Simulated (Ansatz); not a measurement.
Level of theory: DFT PBE, scalar-relativistic, plane waves, PAW in Ansatz 0.2.0. All cells share a 420 eV cutoff and Γ-centred k meshes spaced at most about 0.3 Å⁻¹ (2π included). No spin polarisation.

Temperature and zero-point effects are left out.

Two relaxed structures of Cd3Te2:

A.

```xyz
5
Lattice="4.6263 0.0000 0.0000 0.0000 4.6263 0.0000 0.0000 0.0000 9.5918" Properties=species:S:1:pos:R:3 pbc="T T T"
Cd    2.3132    2.3132    3.4390
Cd    2.3132    2.3132    6.1529
Cd    0.0000    0.0000    0.0000
Te    0.0000    2.3132    1.6898
Te    2.3132    0.0000    7.9021
```

B.

```xyz
5
Lattice="4.6765 0.0000 0.0000 -2.3382 4.0499 0.0000 0.0000 0.0000 9.9876" Properties=species:S:1:pos:R:3 pbc="T T T"
Cd    0.0000    2.7000    6.0325
Cd    2.3382    1.3500    3.9550
Cd    0.0000    0.0000    0.0000
Te    2.3382    1.3500    7.0126
Te    0.0000    2.7000    2.9750
```

Question: Which is lower in energy, and by how much?

Answer: A is lower, by 71 meV/atom. A has space group P-4m2 (No. 115), 41.1 Å³/atom and a gap of 0.21 eV on its mesh; B has space group P-3m1 (No. 164), 37.8 Å³/atom and a gap of 0.23 eV. Counting Te atoms around Cd (those within 1.25 times the shortest such distance or 1.15 times the sum of covalent radii, 1.27 where that leaves under three; the shortest distance is added where it exceeds 1.18 times the sum of covalent radii; a slash parts the counts of unlike sites), A has Cd 2/4 and B has Cd 4/6 from 4.0 Å. The lower one is the more open, so pressure narrows the difference. In A, Cd on a site of symmetry 2mm is surrounded by 1 Cd at 2.71 Å and 2 Te at 2.90 Å; Cd on a site of symmetry -4m2 is surrounded by 4 Te at 2.86 Å; Te has 4 Cd at 2.86–2.90 Å. In B, Cd on a site of symmetry 3m is surrounded by 3 Te at 2.87 Å, 1 Te at 3.06 Å and 3 Cd at 3.41 Å; Cd on a site of symmetry -3m is surrounded by 6 Te at 4.02 Å (long against the sum of covalent radii); Te is surrounded by 3 Cd at 2.87 Å, 1 Cd at 3.06 Å and 3 Cd at 4.02 Å. Both come from invented guesses.

Weakly bound directions are ill-defined at this level, which has no dispersion term (P-3m1), and this can change margins and order among such cells. These runs have no spin–orbit coupling, which can matter for Te. Kohn–Sham gaps at this level usually fall short of measured ones. The missing spin–orbit coupling can work the other way here. Cells relaxed within their symmetry can be saddle points.
